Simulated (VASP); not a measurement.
# Si (Fd-3m) in VASP: further runs

One crystal, Si, is run at these levels: PBE, LDA, r2SCAN; tasks: band structure.

Everything below comes from runs of VASP 6.6.1. Logs are shortened: lines on timing, memory, paths and dates and some standing lists are left out, and cuts for length are marked.

## Step 1: Starting point

The structure is cubic, space group Fd-3m (No. 227). The conventional cell has a = 5.431 Å, b = 5.431 Å, c = 5.431 Å, α = 90.00°, β = 90.00°, γ = 90.00°. Si (site symmetry -43m) is surrounded by 4 Si at 2.35 Å.

## Step 2: Band structure, PBE

POSCAR

```
Si
1.0
    0.0000000000      2.7155000000      2.7155000000
    2.7155000000      0.0000000000      2.7155000000
    2.7155000000      2.7155000000      0.0000000000
Si
2
Direct
    0.0000000000      0.0000000000      0.0000000000
    0.2500000000      0.2500000000      0.2500000000
```

INCAR.step1

```
SYSTEM = Si
PREC     = Accurate       ! precision mode
ENCUT    = 520            ! plane-wave cutoff, eV
EDIFF    = 1E-6           ! SCF threshold, eV
ISMEAR   = -1             ! smearing method
SIGMA    = 0.02           ! smearing width, eV
LREAL    = .False.        ! projectors in reciprocal space
LASPH    = .True.         ! aspherical terms in the spheres
NELM     = 80             ! most SCF steps
ALGO     = Normal         ! electronic algorithm
ISIF     = 2              ! what is computed and relaxed
LWAVE    = .False.        ! write WAVECAR
LCHARG   = .True.         ! write CHGCAR
GGA      = PE             ! functional
NBANDS   = 11             ! bands
```

KPOINTS.step1

```
Automatic mesh
0
Gamma
  8 8 8
  0 0 0
```

INCAR.step2

```
SYSTEM = Si
PREC     = Accurate       ! precision mode
ENCUT    = 520            ! plane-wave cutoff, eV
EDIFF    = 1E-6           ! SCF threshold, eV
ISMEAR   = 0              ! smearing method
SIGMA    = 0.05           ! smearing width, eV
LREAL    = .False.        ! projectors in reciprocal space
LASPH    = .True.         ! aspherical terms in the spheres
NELM     = 80             ! most SCF steps
ALGO     = Normal         ! electronic algorithm
ISIF     = 2              ! what is computed and relaxed
LWAVE    = .False.        ! write WAVECAR
LCHARG   = .False.        ! write CHGCAR
GGA      = PE             ! functional
NBANDS   = 11             ! bands
ICHARG   = 11             ! starting density
```

KPOINTS.step2

```
path GXWKGLUWLK,UX
20
line-mode
reciprocal
 0.0000000000  0.0000000000  0.0000000000  G
 0.5000000000  0.0000000000  0.5000000000  X

 0.5000000000  0.0000000000  0.5000000000  X
 0.5000000000  0.2500000000  0.7500000000  W

 0.5000000000  0.2500000000  0.7500000000  W
 0.3750000000  0.3750000000  0.7500000000  K

 0.3750000000  0.3750000000  0.7500000000  K
 0.0000000000  0.0000000000  0.0000000000  G

 0.0000000000  0.0000000000  0.0000000000  G
 0.5000000000  0.5000000000  0.5000000000  L

 0.5000000000  0.5000000000  0.5000000000  L
 0.6250000000  0.2500000000  0.6250000000  U

 0.6250000000  0.2500000000  0.6250000000  U
 0.5000000000  0.2500000000  0.7500000000  W

 0.5000000000  0.2500000000  0.7500000000  W
 0.5000000000  0.5000000000  0.5000000000  L

 0.5000000000  0.5000000000  0.5000000000  L
 0.3750000000  0.3750000000  0.7500000000  K

 0.6250000000  0.2500000000  0.6250000000  U
 0.5000000000  0.0000000000  0.5000000000  X
```

Potentials or basis: VASP PAW PBE potentials, release 64 (Si).

On the command line:

```console
$ cat potpaw_PBE.64/Si/POTCAR > POTCAR
$ cp INCAR.step1 INCAR
$ cp KPOINTS.step1 KPOINTS
$ mpirun -np 1 vasp_std > vasp.out
$ cp INCAR.step2 INCAR
$ cp KPOINTS.step2 KPOINTS
$ mpirun -np 1 vasp_std > vasp.out
```

OUTCAR:

```text
SYSTEM = Si
   PREC = Accurate
   ENCUT = 520
   EDIFF = 1E-6
   ISMEAR = 0
   LREAL = .False.
   LASPH = .True.
   NELM = 80
   ISIF = 2
   GGA = PE
   ICHARG = 11

 ion  position               nearest neighbor table
   1  0.000  0.000  0.000-   2 2.35   2 2.35   2 2.35   2 2.35
   2  0.250  0.250  0.250-   1 2.35   1 2.35   1 2.35   1 2.35

  LATTYP: Found a face centered cubic cell.
 ALAT       =     5.4310000000

  Lattice vectors:

 A1 = (   0.0000000000,   2.7155000000,   2.7155000000)
 A2 = (   2.7155000000,   0.0000000000,   2.7155000000)
 A3 = (   2.7155000000,   2.7155000000,   0.0000000000)

Analysis of symmetry for initial positions (statically):
=====================================================================
 Subroutine PRICEL returns:
 Original cell was already a primitive cell.

 Routine SETGRP: Setting up the symmetry group for a
 face centered cubic supercell.

 Subroutine GETGRP returns: Found 48 space group operations
 (whereof 24 operations were pure point group operations)
 out of a pool of 48 trial point group operations.

The static configuration has the point symmetry T_d .
 The point group associated with its full space group is O_h .

Analysis of symmetry for dynamics (positions and initial velocities):
=====================================================================
 Subroutine PRICEL returns:
 Original cell was already a primitive cell.

 Routine SETGRP: Setting up the symmetry group for a
 face centered cubic supercell.

 Subroutine GETGRP returns: Found 48 space group operations
 (whereof 24 operations were pure point group operations)
 out of a pool of 48 trial point group operations.

The dynamic configuration has the point symmetry T_d .
 The point group associated with its full space group is O_h .

 Subroutine INISYM returns: Found 48 space group operations
 (whereof 24 operations are pure point group operations),
 and found     1 'primitive' translations

----------------------------------------------------------------------------------------

                                     Primitive cell

  volume of cell :      40.0479

  direct lattice vectors                    reciprocal lattice vectors
     0.000000000  2.715500000  2.715500000    -0.184128153  0.184128153  0.184128153
     2.715500000  0.000000000  2.715500000     0.184128153 -0.184128153  0.184128153
[... 85 lines left out ...]
   ISIF   =      2    stress and relaxation
   ISYM   =      2    0-nonsym 1-usesym 2-fastsym
   POTIM  = 0.5000    time-step for ionic-motion
   TEBEG  =    0.0;   TEEND  =   0.0 temperature during run
   PSTRESS=    0.0 pullay stress
   NELECT =       8.0000    total number of electrons
   NUPDOWN=      -1.0000    fix difference up-down
   EMIN   =  10.00;   EMAX   =-10.00  energy-range for DOS
   EFERMI =   0.00;   METHOD = LEGACY
   ISMEAR =     0;   SIGMA  =   0.05  broadening in eV -4-tet -1-fermi 0-gaus
   EFERMI_NEDOS =   21; number of points for ismear=-14 and -15
   IALGO  =     38    algorithm
   IMIX   =      4    mixing-type and parameters
     AMIX     =   0.40;   BMIX     =  1.00
     AMIX_MAG =   1.60;   BMIX_MAG =  1.00
  volume/ion in A,a.u.               =      20.02       135.13
  Fermi-wavevector in a.u.,A,eV,Ry     =   0.956999  1.808467 12.460868  0.915848
  Thomas-Fermi vector in A             =   2.085978
   LORBIT       =      0    0 simple, 1 ext, 2 COOP (PROOUT), +10 PAW based schemes
   GGA     = PE    functional components
   LHFCALC =     F    Hartree Fock is set to
   AEXX    =    0.0000 exact exchange contribution
   IVDW    =     0    specifies the selected vdW correction
   LEPSILON=     F    determine dielectric tensor
   LRPA    =     F    only Hartree local field effects (RPA)
 non-spin polarized calculation
 Gauss-broadening in eV      SIGMA  =   0.05
  energy-cutoff  :      520.00
  volume of cell :       40.05
 maximum number of plane-waves:      1098
 NGX is ok and might be reduce to    30

 number of electron       8.0000000 magnetization

 Free energy of the ion-electron system (eV)
  ---------------------------------------------------
  ext. energy  EPLUGINS =         0.00000000
  ---------------------------------------------------
  free energy    TOTEN  =       -11.03445515 eV

  energy without entropy =      -11.03445515  energy(sigma->0) =      -11.03445515

 E-fermi :   6.1123     XC(G=0):  -9.4075

 val. band max:        5.8257025578   @ k =   0.0000   0.0000   0.0000
 cond. band min:       6.3980174142   @ k =   0.4211   0.0000   0.4211
 fundamental gap:      0.5723148564
 Fermi energy:         6.1122907819

 k-point     1 :       0.0000    0.0000    0.0000
  band No.  band energies     occupation
      1      -6.1308      2.00000
      2       5.8257      2.00000
      3       5.8257      2.00000
      4       5.8257      2.00000
      5       8.3908      0.00000
      6       8.3908      0.00000
      7       8.3908      0.00000
      8       9.1977      0.00000
      9      13.5449      0.00000
     10      13.5449      0.00000
     11      13.7851      0.00000
[... 309 lines left out ...]
 k-point    24 :       0.5000    0.0395    0.5395
  band No.  band energies     occupation
      1      -1.9779      2.00000
      2      -1.9779      2.00000
      3       2.8971      2.00000
      4       2.8971      2.00000
      5       6.6849      0.00000
      6       6.6849      0.00000
      7      15.6627      0.00000
      8      15.6627      0.00000
      9      16.5676      0.00000
     10      16.5676      0.00000
     11      18.5169      0.00000

 [... further k-points ...]

------------------------ aborting loop because EDIFF is reached ----------------------------------------

  FORCE on cell =-STRESS in cart. coord.  units (eV):
  Direction    XX          YY          ZZ          XY          YZ          ZX
  --------------------------------------------------------------------------------------
  -------------------------------------------------------------------------------------
  Total        0.2604165      0.2604165      0.2604165      0.0000000      0.0000000      0.0000000
  in kB       10.4183679     10.4183679     10.4183679      0.0000000      0.0000000      0.0000000
  external PRESSURE =      10.4183679 kB  Pullay stress =       0.0000000 kB

 VOLUME and BASIS-vectors are now :
 -----------------------------------------------------------------------------
  energy-cutoff  :      520.00
  volume of cell :       40.05
      direct lattice vectors                 reciprocal lattice vectors
     0.000000000  2.715500000  2.715500000    -0.184128153  0.184128153  0.184128153
     2.715500000  0.000000000  2.715500000     0.184128153 -0.184128153  0.184128153
     2.715500000  2.715500000  0.000000000     0.184128153  0.184128153 -0.184128153

 POSITION                                       TOTAL-FORCE (eV/Angst)
 -----------------------------------------------------------------------------------
      0.00000      0.00000      0.00000         0.000000      0.000000     -0.000000
      1.35775      1.35775      1.35775        -0.000000     -0.000000      0.000000
 -----------------------------------------------------------------------------------
    total drift:                               -0.000000     -0.000000     -0.000000

  FREE ENERGIE OF THE ION-ELECTRON SYSTEM (eV)
  ---------------------------------------------------
  free  energy   TOTEN  =       -11.0344551482 eV

  energy  without entropy=      -11.0344551482  energy(sigma->0) =      -11.03445515
```

Run time: 24 s. Hardware: 1 thread of Intel Xeon 6975P-C (Granite Rapids), shared host; peak memory 0.19 GiB.

Results:

```
Band gap on the k mesh  : 0.62 eV, indirect (least direct gap 2.57 eV)
Band gap along the path : 0.57 eV, indirect (least direct gap 2.57 eV)
```

Levels at the corners of the path, in eV from the valence-band top:
```
point  band 1  band 2  band 3  band 4  band 5  band 6  band 7  band 8  band 9
    Γ  -11.96    0.00    0.00    0.00    2.57    2.57    2.57    3.37    7.72
    X   -7.81   -7.81   -2.85   -2.85    0.71    0.71   10.11   10.11   10.97
    X   -7.81   -7.81   -2.85   -2.85    0.71    0.71   10.11   10.11   10.97
    W   -7.65   -7.65   -3.85   -3.85    4.27    4.27    5.00    5.00   10.58
    W   -7.65   -7.65   -3.85   -3.85    4.27    4.27    5.00    5.00   10.58
    K   -8.23   -7.22   -4.30   -2.42    1.20    4.13    7.47    8.01    8.24
    K   -8.23   -7.22   -4.30   -2.42    1.20    4.13    7.47    8.01    8.24
    Γ  -11.96    0.00    0.00    0.00    2.57    2.57    2.57    3.37    7.72
    Γ  -11.96    0.00    0.00    0.00    2.57    2.57    2.57    3.37    7.72
    L   -9.63   -6.97   -1.20   -1.20    1.54    3.34    3.34    7.73   10.55
    L   -9.63   -6.97   -1.20   -1.20    1.54    3.34    3.34    7.73   10.55
    U   -8.23   -7.22   -4.30   -2.42    1.20    4.13    7.47    8.01    8.24
    U   -8.23   -7.22   -4.30   -2.42    1.20    4.13    7.47    8.01    8.24
    W   -7.65   -7.65   -3.85   -3.85    4.27    4.27    5.00    5.00   10.58
    W   -7.65   -7.65   -3.85   -3.85    4.27    4.27    5.00    5.00   10.58
    L   -9.63   -6.97   -1.20   -1.20    1.54    3.34    3.34    7.73   10.55
    L   -9.63   -6.97   -1.20   -1.20    1.54    3.34    3.34    7.73   10.55
    K   -8.23   -7.22   -4.30   -2.42    1.20    4.13    7.47    8.01    8.24
    U   -8.23   -7.22   -4.30   -2.42    1.20    4.13    7.47    8.01    8.24
    X   -7.81   -7.81   -2.85   -2.85    0.71    0.71   10.11   10.11   10.97
```

Caveat: the log is that of the step along the path at fixed density, whose energy, stress, charges and moments have no meaning. As with any semilocal functional, this PBE gap is likely too small.

(Continued in part 2 of 2.)
